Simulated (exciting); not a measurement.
Runs of exciting (release sodium) on Os. It takes space group P6_3/mmc (No. 194, hexagonal). The conventional cell has a = 2.734 Å, b = 2.734 Å, c = 4.320 Å, α = 90.00°, β = 90.00°, γ = 120.00°. Around Os (site symmetry -6m2) lie 12 Os at 2.68 to 2.73 Å. 

```tsv
task	level	k mesh	smearing	nempty	epsengy	epspot	maxscl	outputlevel	rgkmax	other keys	gap on the mesh (eV)	V0 of scaled cells (Å³/atom)	B0 (GPa)
single point	PBE	11 × 11 × 6	fermi-dirac 0.05 eV	18	1e-05 Ha	1e-05 Ha	60	-	9	-	none	-	-
density of states	LDA+TS	11 × 11 × 6	gaussian 0.01 eV	18	1e-05 Ha	1e-05 Ha	60	low	8	-	none	-	-
equation of state	PBE	11 × 11 × 6	fermi-dirac 0.05 eV	18	-	-	-	-	9	-	-	14.31	(a)
equation of state	B86bPBE	9 × 9 × 5	gaussian 0.136 eV	18	-	-	-	normal	9	-	-	14.39	384
```

Alike in all rows: potentials or basis all-electron LAPW+lo, shipped species files, valence relativity iora*; no spin polarisation; cell as given.

**Question.** Estimate the missing entries.

**Answer.** (a) 396.

Caveats: the cell was scaled at fixed shape and fractional positions, which overstates the stiffness of a crystal with free parameters, most of all of layers and chains (some runs); the free energy is that total less TS from the occupations (some runs); the dispersion energy is computed afterwards and isn't part of the total energy (some runs); pairwise dispersion overbinds metals, which lowers pressure and volume (some runs).

A k mesh can miss the band edges, and the runs leave out spin-orbit coupling on Os.

A gap of «none» marks a metal or a gap under the smearing width.
